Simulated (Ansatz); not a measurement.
# ScAl2: do energies and stresses tell the same story?

The calculation used DFT PBEsol, scalar-relativistic, plane waves, PAW (Ansatz 0.2.0).

Cutoff 420 eV; k points 8×8×8 on the computed 6-atom cell (Γ-centred); Gaussian smearing, width 0.10 eV; no spin polarisation.

Relaxed cell: Fd-3m, a = 7.527 Å, b = 7.527 Å, c = 7.527 Å, α = 90.00°, β = 90.00°, γ = 90.00°, 6 atoms in the primitive cell. Whether it is the stable form of this composition wasn't checked.

Energies at zero smearing and pressures from the stress tensor, at volumes with shape and atoms relaxed:
```csv
V (Å³/atom),E − E(first) (meV/atom),P (GPa)
16.701,0.00,6.45
17.234,-15.47,2.98
17.767,-20.21,-0.01
18.300,-15.73,-2.58
18.833,-3.34,-4.78
```

Problem. Check P = −dE/dV between neighbouring volumes, and get the bulk modulus from the pressures alone.

Solution. With 1 eV/Å³ = 160.2 GPa:
| middle V (Å³/atom) | −ΔE/ΔV (GPa) | mean P (GPa) |
| --- | --- | --- |
| 16.968 | 4.649 | 4.714 |
| 17.501 | 1.426 | 1.483 |
| 18.034 | -1.346 | -1.294 |
| 18.567 | -3.725 | -3.680 |

The two differ by 0.06 GPa at most. The mean of two end pressures misses the average over a step by about ΔV² P″/12, up to 0.04 GPa here; with that taken off 0.02 GPa remains. Around V = 17.767 Å³/atom, the two neighbours give B = −V ΔP/ΔV = 17.767 × 5.55 / 1.066 = 92.6 GPa, against B0 = 92.3 GPa from the Birch–Murnaghan fit of the energies.